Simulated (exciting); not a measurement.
# Re: energy against volume and a worked fit

The structure is cubic, space group Fm-3m (No. 225). Conventional cell: a = 3.950 Å, b = 3.950 Å, c = 3.950 Å, α = 90.00°, β = 90.00°, γ = 90.00°. Re (site symmetry m-3m) is surrounded by 12 Re at 2.79 Å.

This isn't the form of Re at room conditions, which is hcp.

The cell was scaled at fixed shape and fractions and run with exciting, all-electron LAPW+lo, shipped species files, valence relativity iora*; PBEsol, k mesh 12 × 12 × 12 on the cell of 1 atom, fermi-dirac occupations of 0.05 eV, no spin polarisation, no spin-orbit coupling. Energies are those that the program minimises, any entropy of the smearing included. For a metal such a mesh isn't converged to the digits shown.

| V (Å³/atom) | energy over the lowest row (meV/atom) |
| --- | --- |
| 14.4830 | 0.00 |
| 14.7912 | ? |
| 15.0993 | 15.05 |
| 15.4075 | 43.32 |
| 15.7156 | 83.72 |
| 16.0238 | 134.34 |
| 16.3319 | 194.15 |

Question: Fit the third-order Birch-Murnaghan form, give V0, B0 and B′, and predict the energy left open.

Answer: With y = (V0/V)^(2/3), E = E0 + (9 V0 B0/16) [(y - 1)³ B′ + (y - 1)² (6 - 4y)]. Least squares through the rows shown give V0 = 14.6370 Å³/atom, E0 = -2.05 meV, B0 = 397.5 GPa (1 eV/Å³ = 160.218 GPa) and B′ = 4.91, with a largest miss of 0.11 meV, so B0 and B′ are loose. At V = 14.7912 the form with these constants gives -0.08 meV; the run gave 0.06 meV an atom.
